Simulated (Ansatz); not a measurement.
Phonons of ZrO2 (fluorite) at Γ, L = (0.5, 0.0, 0.0), X = (0.5, 0.5, 0.0).

ZrO2 (fluorite)

```
CELL_PARAMETERS angstrom
      0.00000     2.54467     2.54467
      2.54467     0.00000     2.54467
      2.54467     2.54467     0.00000
ATOMIC_POSITIONS crystal
  Zr 0.00000 0.00000 0.00000
  O  0.25000 0.25000 0.25000
  O  0.75000 0.75000 0.75000
```

Level of theory: r2SCAN (plane waves to 500 eV, PAW, scalar-relativistic; Ansatz, a program for electronic structure). DFPT wavenumbers on a 8×8×8 k mesh, in cm⁻¹; i marks imaginary ones, q is in fractions of the reciprocal vectors of the cell shown, and the three acoustic modes at Γ are left out. The non-analytic (LO-TO) term is not included, so polar modes at Γ have their transverse values. This is a high-temperature form of ZrO2. ZrO2 is run without spin polarisation. ZrO2 was relaxed with its symmetry unable to fall.

| q | wavenumbers (cm⁻¹) |
|---|---|
| Γ | 243 (×3), 574 (×3) |
| L = (0.5, 0.0, 0.0) | 119 (×2), 254, 399 (×2), 506 (×2), 518, 589 |
| X = (0.5, 0.5, 0.0) | 217i, 129 (×2), 295 (×2), 358, 560 (×2), 691 |

The structure is unstable at this level: the lowest mode is 217i cm⁻¹ at X = (0.5, 0.5, 0.0).

Highest mode: 691 cm⁻¹ at X = (0.5, 0.5, 0.0).
